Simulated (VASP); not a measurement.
# Er (Fm-3m) in VASP: further runs

Runs on Er. Level: PBE. Tasks: single point.

Program: VASP 6.6.1. These are calculated values, not measurements. Logs are shortened: lines on timing, memory, paths and dates and some standing lists are left out, and cuts for length are marked.

## 1. The crystal as given

It takes space group Fm-3m (No. 225, cubic). Conventional cell: a = 4.960 Å, b = 4.960 Å, c = 4.960 Å, α = 90.00°, β = 90.00°, γ = 90.00°. Er (site symmetry m-3m) is surrounded by 12 Er at 3.51 Å.

This isn't the form of Er at room conditions, which is hcp.

## 2. Single point, PBE, collinear spin, ferromagnetic start

File INCAR:

```
SYSTEM = Er
PREC     = Accurate       ! precision mode
ENCUT    = 450            ! plane-wave cutoff, eV
EDIFF    = 1E-4           ! SCF threshold, eV
ISMEAR   = 0              ! smearing method
SIGMA    = 0.2            ! smearing width, eV
LREAL    = .False.        ! projectors in reciprocal space
LASPH    = .True.         ! aspherical terms in the spheres
NELM     = 100            ! most SCF steps
ALGO     = Normal         ! electronic algorithm
ISIF     = 2              ! what is computed and relaxed
LWAVE    = .False.        ! write WAVECAR
LCHARG   = .False.        ! write CHGCAR
ISPIN    = 2              ! spin polarisation
MAGMOM   = 3              ! initial moments
LORBIT   = 11             ! projections on sites
LMAXMIX  = 6              ! l up to which the mixer works
GGA      = PE             ! functional
ADDGRID  = .False.
```

File KPOINTS:

```
Automatic mesh
0
Gamma
  6 6 6
  0 0 0
```

File POSCAR:

```
Er
1.0
   -0.0089250000      2.4571370000      2.4791170000
    2.4542050000     -0.0023290000      2.4725200000
    2.4870360000      2.4833720000     -0.0351600000
Er
1
Direct
   -0.0043710000     -0.0077920000     -0.0181410000
```

Potentials or basis: VASP PAW PBE potentials, release 64 (Er_3), 4f in core.

Command:

```console
> cat potpaw_PBE.64/Er_3/POTCAR > POTCAR
> mpirun -np 1 vasp_std > vasp.out
```

OUTCAR:

```text
SYSTEM = Er
   PREC = Accurate
   ENCUT = 450
   EDIFF = 1E-4
   ISMEAR = 0
   LREAL = .False.
   LASPH = .True.
   NELM = 100
   ISIF = 2
   ISPIN = 2
   LORBIT = 11
   GGA = PE

 Found    112 irreducible k-points:

 Following reciprocal coordinates:
            Coordinates               Weight
  0.000000  0.000000  0.000000      1.000000
  0.166667  0.000000 -0.000000      2.000000
  0.333333  0.000000 -0.000000      2.000000
  0.500000  0.000000 -0.000000      1.000000
 -0.000000  0.166667 -0.000000      2.000000
  0.166667  0.166667 -0.000000      2.000000
   k-points           NKPTS =    112   k-points in BZ     NKDIM =    112   number of bands    NBANDS=     10
   number of dos      NEDOS =    301   number of ions     NIONS =      1
   total plane-waves  NPLWV =  13824
   dimension x,y,z NGX =    24 NGY =   24 NGZ =   24
   dimension x,y,z NGXF=    48 NGYF=   48 NGZF=   48
   ions per type =               1
   NGX,Y,Z   is equivalent  to a cutoff of  11.43, 11.45, 11.35 a.u.
   NGXF,Y,Z  is equivalent  to a cutoff of  22.86, 22.91, 22.70 a.u.
 SYSTEM =  Er
   PREC   = accura    normal or accurate (medium, high low for compatibility)
   ISTART =      0    job   : 0-new  1-cont  2-samecut
   ICHARG =      2    charge: 1-file 2-atom 10-const
   ISPIN  =      2    spin polarized calculation?
   LNONCOLLINEAR =      F non collinear calculations
   LSORBIT =      F    spin-orbit coupling
   LASPH  =      T    aspherical Exc in radial PAW
   ENCUT  =  450.0 eV  33.07 Ry    5.75 a.u.   6.04  6.03  6.08*2*pi/ulx,y,z
   NELM   =    100;   NELMIN=  2; NELMDL= -5     # of ELM steps
   EDIFF  = 0.1E-03   stopping-criterion for ELM
   LREAL  =      F    real-space projection
   EDIFFG = 0.1E-02   stopping-criterion for IOM
   NSW    =      0    number of steps for IOM
   IBRION =     -1    ionic relax: 0-MD 1-quasi-New 2-CG
   NFREE  =      0    steps in history (QN), initial steepest desc. (CG)
   ISIF   =      2    stress and relaxation
   ISYM   =      2    0-nonsym 1-usesym 2-fastsym
   POTIM  = 0.5000    time-step for ionic-motion
   TEBEG  =    0.0;   TEEND  =   0.0 temperature during run
   PSTRESS=    0.0 pullay stress
   NELECT =       9.0000    total number of electrons
   NUPDOWN=      -1.0000    fix difference up-down
   EMIN   =  10.00;   EMAX   =-10.00  energy-range for DOS
   EFERMI =   0.00;   METHOD = LEGACY
   ISMEAR =     0;   SIGMA  =   0.20  broadening in eV -4-tet -1-fermi 0-gaus
   EFERMI_NEDOS =   21; number of points for ismear=-14 and -15
   IALGO  =     38    algorithm
   IMIX   =      4    mixing-type and parameters
     AMIX     =   0.40;   BMIX     =  1.00
     AMIX_MAG =   1.60;   BMIX_MAG =  1.00
  volume/ion in A,a.u.               =      30.50       205.83
  Fermi-wavevector in a.u.,A,eV,Ry     =   1.089904  2.059619 16.162220  1.187890
  Thomas-Fermi vector in A             =   2.226117
   LORBIT       =     11    0 simple, 1 ext, 2 COOP (PROOUT), +10 PAW based schemes
   GGA     = PE    functional components
   LHFCALC =     F    Hartree Fock is set to
   AEXX    =    0.0000 exact exchange contribution
   IVDW    =     0    specifies the selected vdW correction
   LEPSILON=     F    determine dielectric tensor
   LRPA    =     F    only Hartree local field effects (RPA)
 spin polarized calculation
 Gauss-broadening in eV      SIGMA  =   0.20
  energy-cutoff  :      450.00
  volume of cell :       30.50
 maximum number of plane-waves:       672
   NGX = 13   NGY = 13   NGZ = 13

 number of electron       9.0000000 magnetization      -0.0471380

 number of electron       9.0000000 magnetization       0.0067415

 Free energy of the ion-electron system (eV)
  ---------------------------------------------------
  ext. energy  EPLUGINS =         0.00000000
  ---------------------------------------------------
  free energy    TOTEN  =        -4.49470817 eV

  energy without entropy =       -4.46591802  energy(sigma->0) =       -4.48031309

 E-fermi :   3.0894     XC(G=0):  -9.8750

 val. band max:        3.0806289000   @ k =  -0.1667  -0.1667   0.3333
 cond. band min:       3.1047820548   @ k =   0.5000   0.0000   0.1667
 fundamental gap:      0.0241531548
 Fermi energy:         3.0894085787

 spin component 1

 k-point     1 :       0.0000    0.0000    0.0000
  band No.  band energies     occupation
      1     -21.3145      1.00000
      2     -21.3028      1.00000
      3     -21.2997      1.00000
      4      -2.4857      1.00000
      5       4.9201      0.00000
      6       5.1593      0.00000
      7       5.1858      0.00000
      8       7.3847      0.00000
      9       7.4984      0.00000
     10      12.6370      0.00000

 k-point     2 :       0.1667    0.0000   -0.0000
  band No.  band energies     occupation
      1     -21.4627      1.00000
      2     -21.3311      1.00000
      3     -21.3222      1.00000
      4      -1.7438      1.00000
      5       4.3743      0.00000
      6       5.2407      0.00000
      7       5.4819      0.00000
      8       7.1374      0.00000
      9       7.2016      0.00000
     10      13.5942      0.00000

 k-point     3 :       0.3333    0.0000   -0.0000
  band No.  band energies     occupation
      1     -21.7647      1.00000
      2     -21.3687      1.00000
      3     -21.3649      1.00000
      4      -0.1104      1.00000
      5       3.6136      0.00010
      6       5.0444      0.00000
      7       5.2763      0.00000
      8       7.9853      0.00000
      9       8.1241      0.00000
     10      11.8860      0.00000

 k-point     4 :       0.5000    0.0000   -0.0000
  band No.  band energies     occupation
      1     -21.9092      1.00000
      2     -21.3899      1.00000
      3     -21.3835      1.00000
      4       0.6689      1.00000
      5       3.7748      0.00000
      6       4.7661      0.00000
      7       4.9968      0.00000
      8       9.0638      0.00000
      9       9.3074      0.00000
     10      11.3705      0.00000

 k-point     5 :      -0.0000    0.1667   -0.0000
  band No.  band energies     occupation
      1     -21.4622      1.00000
      2     -21.3327      1.00000
      3     -21.3241      1.00000
      4      -1.7376      1.00000
      5       4.4036      0.00000
      6       5.2273      0.00000
      7       5.4762      0.00000
      8       7.1123      0.00000
      9       7.1892      0.00000
     10      13.5893      0.00000

 k-point     6 :       0.1667    0.1667   -0.0000
  band No.  band energies     occupation
      1     -21.4573      1.00000
      2     -21.3634      1.00000
      3     -21.3549      1.00000
      4      -1.5107      1.00000
      5       4.0111      0.00000
      6       5.6465      0.00000
      7       5.7656      0.00000
      8       5.9928      0.00000
      9       7.8596      0.00000
     10      14.7800      0.00000

 [... further k-points ...]

 spin component 2

 k-point     1 :       0.0000    0.0000    0.0000
  band No.  band energies     occupation
      1     -21.3126      1.00000
      2     -21.3008      1.00000
      3     -21.2977      1.00000
      4      -2.4803      1.00000
      5       4.9245      0.00000
      6       5.1638      0.00000
      7       5.1903      0.00000
      8       7.3872      0.00000
      9       7.5009      0.00000
     10      12.6471      0.00000

 k-point     2 :       0.1667    0.0000   -0.0000
  band No.  band energies     occupation
      1     -21.4607      1.00000
      2     -21.3291      1.00000
      3     -21.3201      1.00000
      4      -1.7384      1.00000
      5       4.3794      0.00000
      6       5.2451      0.00000
      7       5.4861      0.00000
      8       7.1402      0.00000
      9       7.2043      0.00000
     10      13.6004      0.00000

 k-point     3 :       0.3333    0.0000   -0.0000
  band No.  band energies     occupation
      1     -21.7626      1.00000
      2     -21.3667      1.00000
      3     -21.3629      1.00000
      4      -0.1049      1.00000
      5       3.6190      0.00009
      6       5.0483      0.00000
      7       5.2796      0.00000
      8       7.9883      0.00000
      9       8.1276      0.00000
     10      11.8905      0.00000

 k-point     4 :       0.5000    0.0000   -0.0000
  band No.  band energies     occupation
      1     -21.9070      1.00000
      2     -21.3879      1.00000
      3     -21.3816      1.00000
      4       0.6748      1.00000
      5       3.7797      0.00000
      6       4.7699      0.00000
      7       4.9999      0.00000
      8       9.0667      0.00000
      9       9.3106      0.00000
     10      11.3735      0.00000

 k-point     5 :      -0.0000    0.1667   -0.0000
  band No.  band energies     occupation
      1     -21.4602      1.00000
      2     -21.3308      1.00000
      3     -21.3221      1.00000
      4      -1.7322      1.00000
      5       4.4088      0.00000
      6       5.2317      0.00000
      7       5.4804      0.00000
      8       7.1151      0.00000
      9       7.1920      0.00000
     10      13.5952      0.00000

 k-point     6 :       0.1667    0.1667   -0.0000
  band No.  band energies     occupation
      1     -21.4552      1.00000
      2     -21.3614      1.00000
      3     -21.3529      1.00000
      4      -1.5053      1.00000
      5       4.0163      0.00000
      6       5.6510      0.00000
      7       5.7700      0.00000
      8       5.9956      0.00000
      9       7.8621      0.00000
     10      14.7895      0.00000

 [... further k-points ...]
[... 5 lines left out ...]
  --------------------------------------------------------------------------------------
  -------------------------------------------------------------------------------------
  Total        0.0301798      0.0371023     -0.0176293     -0.0596404      0.0691263      0.1010582
  in kB        1.5853444      1.9489838     -0.9260676     -3.1329102      3.6312079      5.3085905
  external PRESSURE =       0.8694202 kB  Pullay stress =       0.0000000 kB

 VOLUME and BASIS-vectors are now :
 -----------------------------------------------------------------------------
  energy-cutoff  :      450.00
  volume of cell :       30.50
      direct lattice vectors                 reciprocal lattice vectors
    -0.008925000  2.457137000  2.479117000    -0.201313527  0.204442392  0.200014888
     2.454205000 -0.002329000  2.472520000     0.204685885 -0.202140878  0.201085569
     2.487036000  2.483372000 -0.035160000     0.199378760  0.200206110 -0.197713292

 POSITION                                       TOTAL-FORCE (eV/Angst)
 -----------------------------------------------------------------------------------
      4.86811      4.88241      4.88701         0.000000      0.000000      0.000000
 -----------------------------------------------------------------------------------
    total drift:                               -0.000002     -0.000001     -0.000000

  FREE ENERGIE OF THE ION-ELECTRON SYSTEM (eV)
  ---------------------------------------------------
  free  energy   TOTEN  =        -4.4947081682 eV

  energy  without entropy=       -4.4659180160  energy(sigma->0) =       -4.48031309

 total charge

# of ion       s       p       d       tot
------------------------------------------
    1        0.517   6.503   1.101   8.122

 magnetization (x)

# of ion       s       p       d       tot
------------------------------------------
    1        0.000   0.001   0.002   0.003
```

Run time: 16 s. Hardware: 1 thread of Intel Xeon 6975P-C (Granite Rapids), shared host; peak memory 0.17 GiB.

The run converged, but some of its settings lie outside the range that counts as converged, so its numbers aren't taken as properties of the crystal.

Results:

| Quantity | Value |
| --- | --- |
| Free energy | -4.4947 eV |
| Pressure | 0.1 GPa |
| Band gap on the k mesh | none (metal or under the smearing width) |
| Net moment | 0.01 μB per cell |
| Valence electrons inside the program's atomic spheres | Er 8.12 |

Caveat: the k mesh is coarse (spacing up to 0.37 Å⁻¹), so the values aren't converged; the magnetic or orbital state may not be the lowest; spin-orbit coupling is left out, which moves the levels of the heavy elements; the 4f electrons are frozen in the core as for a trivalent ion, so they carry no moment and show no levels.

## 3. Single point, PBE, collinear spin, ferromagnetic start

Edit INCAR of step 2 so:

```diff
@@ -3,3 +3,3 @@
 ENCUT    = 450            ! plane-wave cutoff, eV
-EDIFF    = 1E-4           ! SCF threshold, eV
+EDIFF    = 1E-5           ! SCF threshold, eV
 ISMEAR   = 0              ! smearing method
```

KPOINTS is that of step 2.

File POSCAR:

```
Er
1.0
    0.0000000000      2.4798434248      2.4798434248
    2.4798434248      0.0000000000      2.4798434248
    2.4798434248      2.4798434248      0.0000000000
Er
1
Direct
    0.0000000000      0.0000000000      0.0000000000
```

Potentials or basis: VASP PAW PBE potentials, release 64 (Er_3), 4f in core.

Command:

```console
> cat potpaw_PBE.64/Er_3/POTCAR > POTCAR
> mpirun -np 1 vasp_std > vasp.out
```

Wall time 6.2 s (1 thread of Intel Xeon 6975P-C (Granite Rapids), shared host); peak memory 0.14 GiB.

The run converged, but some of its settings lie outside the range that counts as converged, so its numbers aren't taken as properties of the crystal.

What came out:

| Property | Result |
| --- | --- |
| Free energy | -4.4964 eV |
| Pressure | 0.1 GPa |
| Band gap on the k mesh | none (metal or under the smearing width) |
| Net moment | 0.01 μB per cell |
| Valence electrons inside the program's atomic spheres | Er 8.12 |

Caveat: the k mesh is coarse (spacing up to 0.37 Å⁻¹), so the values aren't converged; the magnetic or orbital state may not be the lowest; spin-orbit coupling is left out, which moves the levels of the heavy elements; the 4f electrons are frozen in the core as for a trivalent ion, so they carry no moment and show no levels.

## 4. Single point, PBE, collinear spin, ferromagnetic start

INCAR is that of step 3.

KPOINTS is that of step 3.

File POSCAR:

```
Er
1.0
   -0.0089250000      2.4571370000      2.4791170000
    2.4542050000     -0.0023290000      2.4725200000
    2.4870360000      2.4833720000     -0.0351600000
Er
1
Direct
   -0.0043710000     -0.0077920000     -0.0181410000
```

Command:

```console
> cat potpaw_PBE.64/Er_3/POTCAR > POTCAR
> mpirun -np 1 vasp_std > vasp.out
```

Wall time 16 s (1 thread of Intel Xeon 6975P-C (Granite Rapids), shared host); peak memory 0.17 GiB.

These settings aren't checked as converged: the numbers below hold their error.

Results:

| Quantity | Value |
| --- | --- |
| Free energy | -4.4947 eV |
| Pressure | 0.1 GPa |
| Band gap on the k mesh | none (metal or under the smearing width) |
| Net moment | 0.01 μB per cell |
| Valence electrons inside the program's atomic spheres | Er 8.12 |

Caveat: the k mesh is coarse (spacing up to 0.37 Å⁻¹), so the values aren't converged; the magnetic or orbital state may not be the lowest; spin-orbit coupling is left out, which moves the levels of the heavy elements; the 4f electrons are frozen in the core as for a trivalent ion, so they carry no moment and show no levels.

## 5. Single point, PBE, collinear spin, ferromagnetic start

Edit INCAR of step 4 so:

```diff
@@ -3,3 +3,3 @@
 ENCUT    = 450            ! plane-wave cutoff, eV
-EDIFF    = 1E-5           ! SCF threshold, eV
+EDIFF    = 1E-6           ! SCF threshold, eV
 ISMEAR   = 0              ! smearing method
@@ -18,2 +18,2 @@
 GGA      = PE             ! functional
-ADDGRID  = .False.
+ADDGRID  = .True.
```

KPOINTS is that of step 4.

File POSCAR:

```
Er
1.0
    0.0000000000      2.4798434248      2.4798434248
    2.4798434248      0.0000000000      2.4798434248
    2.4798434248      2.4798434248      0.0000000000
Er
1
Direct
    0.0000000000      0.0000000000      0.0000000000
```

Command:

```console
> cat potpaw_PBE.64/Er_3/POTCAR > POTCAR
> mpirun -np 1 vasp_std > vasp.out
```

It took 11 s on 1 thread of Intel Xeon 6975P-C (Granite Rapids), shared host; peak memory 0.22 GiB.

These settings aren't checked as converged: the numbers below hold their error.

What came out:

- Free energy: -4.4964 eV
- Pressure: 0.1 GPa
- Band gap on the k mesh: none (metal or under the smearing width)
- Net moment: 0.00 μB per cell
- Valence electrons inside the program's atomic spheres: Er 8.12

Caveat: the k mesh is coarse (spacing up to 0.37 Å⁻¹), so the values aren't converged; the magnetic or orbital state may not be the lowest; spin-orbit coupling is left out, which moves the levels of the heavy elements; the 4f electrons are frozen in the core as for a trivalent ion, so they carry no moment and show no levels.

## 6. The reference run

An earlier run on the cell as given: functional PBE; potentials or basis VASP PAW PBE potentials, release 64 (Er); cutoff 520 eV; k mesh 9 × 9 × 9; occupations fermi-dirac, width 0.05 eV; collinear spin, ferromagnetic start; starting moments [3.0] μB.

* Pressure: 2.8 GPa
* Band gap on the k mesh: none (metal or under the smearing width)
* Net moment: 2.42 μB per cell
* Site moments: Er +2.43 μB
* Valence electrons inside the program's atomic spheres: Er 19.66
